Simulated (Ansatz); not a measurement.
ScAl under strain

The calculation used DFT r2SCAN, scalar-relativistic, plane waves, PAW (Ansatz). Run with 500 eV cutoff, 16×16×16 k-mesh, Gaussian smearing of 0.10 eV, no spin polarisation.

The relaxed crystal:

```
CELL_PARAMETERS angstrom
3.36910 0.00000 0.00000
0.00000 3.36910 0.00000
0.00000 0.00000 3.36910
ATOMIC_POSITIONS crystal
Sc 0.50000 0.50000 0.50000
Al 0.00000 0.00000 0.00000
```

Deformation: all cell vectors scaled alike, the atoms relaxed, all within the symmetry that the strain leaves. Energies are extrapolated to zero smearing.

Task: Give the structure at -2.0 %.

Result:
```
CELL_PARAMETERS angstrom
3.30171 0.00000 0.00000
0.00000 3.30171 0.00000
0.00000 0.00000 3.30171
ATOMIC_POSITIONS crystal
Sc 0.50000 0.50000 0.50000
Al 0.00000 0.00000 0.00000
```
Space group Pm-3m (221), 19.0 meV/atom over the relaxed crystal.